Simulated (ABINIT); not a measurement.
Set up this calculation in ABINIT 10.8.3 (patched build), as the native input.

- Task: band structure
- Functional: LDA-Teter
- Potentials or basis: JTH PAW LDA v2.0 sp
- Cutoff: 544 eV
- k mesh: 8 × 8 × 8
- Occupations: fermi-dirac, width 0.05 eV
- Spin: no spin polarisation
- Fine-grid cutoff: 1088.46 eV

Crystal: GaSb.

```xyz
2
Lattice="0.0000 3.0590 3.0590 3.0590 0.0000 3.0590 3.0590 3.0590 0.0000" Properties=species:S:1:pos:R:3 pbc="T T T"
Sb    4.5885    4.5885    4.5885
Ga    0.0000    0.0000    0.0000
```

One way to write it, as run:

run.abi

```
# Datasets: ground state, then fixed potential
ndtset 2

# Pseudopotentials
pp_dirpath "./"
pseudos "Sb.LDA_PW-JTH_sp.xml, Ga.LDA_PW-JTH.xml"

# Structure
acell 4.3260792873 4.3260792873 4.3260792873 Angstrom
rprim
     0.0000000000     0.7071067812     0.7071067812
     0.7071067812     0.0000000000     0.7071067812
     0.7071067812     0.7071067812     0.0000000000
ntypat 2
znucl 51 31
natom 2
typat 1 2
xred
     0.7500000000     0.7500000000     0.7500000000
     0.0000000000     0.0000000000     0.0000000000

# Plane-wave basis
ecut 20.0
pawecutdg 40.0

# Exchange and correlation
ixc 1

# Bands and occupations
occopt 3
tsmear 0.00183747

# SCF cycle
nstep 100

# Output
iomode 3
prtwf 0
prteig 0
prtebands 0
prtden1 1
prtvha1 1
prtvclmb1 1
prtpot1 1

# Dataset 1
kptopt1 1
ngkpt1 8 8 8
nshiftk1 1
shiftk1 0.0 0.0 0.0
nband1 13
tolvrs1 1.0e-9

# Dataset 2: bands along G-X-W-K-G-L-U-W-L-K
iscf2 -2
getden2 1
nband2 17
nbdbuf2 2
tolwfr2 1.0e-12
kptopt2 -9
ndivsm2 5
prteig2 1
kptbounds2
     0.0000000000     0.0000000000     0.0000000000
     0.5000000000     0.0000000000     0.5000000000
     0.5000000000     0.2500000000     0.7500000000
     0.3750000000     0.3750000000     0.7500000000
     0.0000000000     0.0000000000     0.0000000000
     0.5000000000     0.5000000000     0.5000000000
     0.6250000000     0.2500000000     0.6250000000
     0.5000000000     0.2500000000     0.7500000000
     0.5000000000     0.5000000000     0.5000000000
     0.3750000000     0.3750000000     0.7500000000
```

Potentials or basis: JTH PAW LDA v2.0 sp.

Launch:

```sh
$ abinit run.abi > log 2>&1
```

It gave:

```json
{"Pressure": "-1.5 GPa", "Band gap on the k mesh": "none (metal or under the smearing width)", "Valence electrons inside the program's atomic spheres": "Sb 2.39; Ga 11.04"}
```

Caveat: spin-orbit coupling is left out, which moves the levels of the heavy elements; this set keeps more shells in the core, which shifts pressures and gaps; this crystal is a semiconductor, whose small gap the functional closes, so the metal is an error of the method.

Wall time 74 s on 1 thread of Arm Neoverse V1, on a shared host, peak memory 0.12 GiB.
